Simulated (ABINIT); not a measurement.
# GaN (F-43m) in ABINIT: single point with HSE06

Aim: the single point of GaN with HSE06.

Everything below comes from runs of ABINIT 10.8.3 (patched build). Logs are shortened: lines on timing, memory, paths and dates and some standing lists are left out, and cuts for length are marked. The log counts tension as positive stress, the text compression.

**Experimental background.**

From a printed reference work, textbook, for a bulk crystal of GaN at 0 K: band gap 3.299 eV (direct).

The results are compared with them further down.

**1. Starting point**

It takes space group F-43m (No. 216, cubic). The conventional cell has a = 4.507 Å, b = 4.507 Å, c = 4.507 Å, α = 90.00°, β = 90.00°, γ = 90.00°. Around Ga (site symmetry -43m) lie 4 N at 1.95 Å. N (site symmetry -43m) has 4 Ga at 1.95 Å as nearest neighbours.

The cell is a database's computed one.

**2. Single point, HSE06**

run.abi

```
# Pseudopotentials
pp_dirpath "./"
pseudos "31_Ga_13_1.9_2.4_pbe_n_v1.0.psp8, 07_N_5_1.2_1.4_pbe_n_v1.0.psp8"

# Structure
acell 3*1.0
rprim
     0.0000000000     4.2584989699     4.2584989699
     4.2584989699     0.0000000000     4.2584989699
     4.2584989699     4.2584989699     0.0000000000
ntypat 2
znucl 31 7
natom 2
typat 1 2
xred
     0.0000000000     0.0000000000     0.0000000000
     0.2500000000     0.2500000000     0.2500000000

# Plane-wave basis
ecut 35.0

# k points
kptopt 1
ngkpt 8 8 8
nshiftk 1
shiftk 0.0 0.0 0.0

# Exchange and correlation
ixc -428
fockdownsampling 2 2 2

# Bands and occupations
nband 11
occopt 1

# SCF cycle
nstep 60
diemac 6.0
toldfe 1.0e-7

# Output
iomode 3
prtwf 0
prtden 0
prteig 0
prtebands 0
enunit 2
```

Potentials or basis: SPMS NC PBE v1.0.

On the command line:

```bash
> mpirun --bind-to none -np 4 abinit run.abi > log 2>&1
```

run.abo:

```text
.Version 10.8.3 of ABINIT
 Symmetries : space group F-4 3 m (#216); Bravais cF (face-center cubic)
================================================================================
 Values of the parameters that define the memory need of the present run
     intxc =       0    ionmov =       0      iscf =       7    lmnmax =       6
     lnmax =       6     mgfft =      36  mpssoang =       3    mqgrid =    3001
     natom =       2  nloc_mem =       1    nspden =       1   nspinor =       1
    nsppol =       1      nsym =      24    n1xccc =    2501    ntypat =       2
    occopt =       1   xclevel =       2
       mpw =        1542          nfft =       46656          nkpt =          29
================================================================================
================================================================================

--------------------------------------------------------------------------------
------------- Echo of variables that govern the present computation ------------
--------------------------------------------------------------------------------
 -outvars: echo values of preprocessed input variables --------
            acell      1.0000000000E+00  1.0000000000E+00  1.0000000000E+00 Bohr
              amu      6.97230000E+01  1.40067400E+01
           diemac      6.00000000E+00
             ecut      3.50000000E+01 Hartree
           enunit           2
 fockdownsampling           2       2       2
              ixc        -428
                       outvar_i_n : Printing only first  50 k-points.
         kptrlatt        8    0    0      0    8    0      0    0    8
          kptrlen      4.81794160E+01
            natom           2
            nband          11
          nbandhf           9
            ngfft          36      36      36
             nkpt          29
           nkpthf          64
            nstep          60
             nsym          24
           ntypat           2
        optforces           0
        optstress           0
           prtden           0
        prtebands           0
           prteig           0
            prtwf           0
            rprim      0.0000000000E+00  4.2584989699E+00  4.2584989699E+00
                       4.2584989699E+00  0.0000000000E+00  4.2584989699E+00
                       4.2584989699E+00  4.2584989699E+00  0.0000000000E+00
          spgroup         216
           toldfe      1.00000000E-07 Hartree
            typat      1  2
          usefock           1
           xangst      0.0000000000E+00  0.0000000000E+00  0.0000000000E+00
                       1.1267503030E+00  1.1267503030E+00  1.1267503030E+00
            xcart      0.0000000000E+00  0.0000000000E+00  0.0000000000E+00
                       2.1292494849E+00  2.1292494849E+00  2.1292494849E+00
             xred      0.0000000000E+00  0.0000000000E+00  0.0000000000E+00
                       2.5000000000E-01  2.5000000000E-01  2.5000000000E-01
            znucl       31.00000    7.00000

================================================================================

 chkinp: Checking input parameters for consistency.

[... 81 lines left out ...]
lattice_angles: [ 60.000,  60.000,  60.000, ] # degrees, (23, 13, 12)
lattice_volume:   1.5445417E+02
convergence: {deltae:  3.496E-08, res2:  8.038E-07, residm:  1.319E-08, diffor:  0.000E+00, }
etotal    :  -8.38111519E+01
entropy   :   0.00000000E+00
fermie    :   1.31550100E-01
cartesian_stress_tensor: null
pressure_GPa: null
xred      :
- [  0.0000E+00,   0.0000E+00,   0.0000E+00, Ga]
- [  2.5000E-01,   2.5000E-01,   2.5000E-01,  N]
cartesian_forces: null
force_length_stats: {min: null, max: null, mean: null, }
...

 Integrated electronic density in atomic spheres:
 ------------------------------------------------
 Atom  Sphere_radius  Integrated_density
    1        2.00000         10.87517158
    2        2.00000          5.24344208
================================================================================

 ----iterations are completed or convergence reached----

 Mean square residual over all n,k,spin=   51.019E-12; max=  13.190E-09
 reduced coordinates (array xred) for    2 atoms
       0.000000000000      0.000000000000      0.000000000000
       0.250000000000      0.250000000000      0.250000000000

 cartesian coordinates (angstrom) at end:
    1      0.00000000000000     0.00000000000000     0.00000000000000
    2      1.12675030299809     1.12675030299809     1.12675030299809
 length scales=  1.000000000000  1.000000000000  1.000000000000 bohr
              =  0.529177210544  0.529177210544  0.529177210544 angstroms
 Fermi (or HOMO) energy (hartree) =   0.13155   Average Vxc (hartree)=  -0.35654
 Eigenvalues (hartree) for nkpt=  29  k points:
 kpt#   1, nband= 11, wtk=  0.00195, kpt=  0.0000  0.0000  0.0000 (reduced coord)
  -0.51513   -0.39092   -0.39092   -0.39092   -0.37664   -0.37664    0.13155    0.13155
   0.13155    0.23587    0.55449
 prteigrs : prtvol=0 or 1, do not print more k-points.

 Fermi (or HOMO) energy (eV) =   3.57966   Average Vxc (eV)=  -9.70195
 Eigenvalues (   eV  ) for nkpt=  29  k points:
 kpt#   1, nband= 11, wtk=  0.00195, kpt=  0.0000  0.0000  0.0000 (reduced coord)
 -14.01740  -10.63742  -10.63742  -10.63742  -10.24878  -10.24878    3.57966    3.57966
   3.57966    6.41825   15.08833
 prteigrs : prtvol=0 or 1, do not print more k-points.

--- !EnergyTerms
iteration_state     : {dtset: 1, }
comment             : Components of total free energy in Hartree
kinetic             :  6.41255619507711E+01
hartree             :  1.99790162999589E+01
xc                  : -2.03691409321925E+01
Ewald energy        : -5.83371585566602E+01
psp_core            :  4.32253641364579E+00
local_psp           : -5.12500631248946E+01
non_local_psp+x     : -4.22819039335483E+01
total_energy        : -8.38111518829197E+01
...

--- !EnergyTermsDC
iteration_state     : {dtset: 1, }
comment             : '"Double-counting" decomposition of free energy'
band_energy         : -4.65964706540893E+00
Ewald energy        : -5.83371585566602E+01
psp_core            :  4.32253641364579E+00
xc_dc               : -2.51368927555980E+01
total_energy_dc     : -8.38111619640213E+01
...

== END DATASET(S) ==============================================================
================================================================================

 -outvars: echo values of variables after computation  --------
            acell      1.0000000000E+00  1.0000000000E+00  1.0000000000E+00 Bohr
           etotal     -8.3811151883E+01
            fcart      9.9999999999E+99  9.9999999999E+99  9.9999999999E+99
                       9.9999999999E+99  9.9999999999E+99  9.9999999999E+99
            rprim      0.0000000000E+00  4.2584989699E+00  4.2584989699E+00
                       4.2584989699E+00  0.0000000000E+00  4.2584989699E+00
                       4.2584989699E+00  4.2584989699E+00  0.0000000000E+00
           strten      9.9999999999E+99  9.9999999999E+99  9.9999999999E+99
                       9.9999999999E+99  9.9999999999E+99  9.9999999999E+99
           xangst      0.0000000000E+00  0.0000000000E+00  0.0000000000E+00
                       1.1267503030E+00  1.1267503030E+00  1.1267503030E+00
             xred      0.0000000000E+00  0.0000000000E+00  0.0000000000E+00
                       2.5000000000E-01  2.5000000000E-01  2.5000000000E-01
 Calculation completed.
```

Run time: 35 min. Hardware: 4 MPI ranks of Arm Neoverse V2, shared host; peak memory 0.36 GiB.

Results:

```yaml
Free_energy: -2280.6176 eV
Band_gap_on_the_k_mesh: 2.84 eV, direct
Valence_electrons_inside_the_program's_atomic_spheres: Ga 10.88; N 5.24
```

Levels at points of the mesh, in eV from the valence-band top:
```tsv
k point	band 6	band 7	band 8	band 9	band 10	band 11
(0.00, 0.00, 0.00)	-13.83	0.00	0.00	0.00	2.84	11.51
(0.50, 0.00, 0.00)	-12.73	-7.70	-1.12	-1.12	5.85	10.39
(0.50, 0.50, 0.00)	-12.37	-6.70	-3.06	-3.06	4.50	7.99
```

Caveat: Libxc's HSE differs a little from that of other programs; the potentials were made for another functional, which shifts forces and pressure.

**3. Against experiment**

Step 2. A measured gap of GaN is 3.299 eV (direct; 0 K; a printed reference work, textbook); the calculated 2.84 eV misses it by -0.46 eV. Spin-orbit coupling on Ga is left out. The value is that of HSE06, without temperature or zero-point motion. The cell is a database's relaxed one, not the measured one, which moves gaps too.
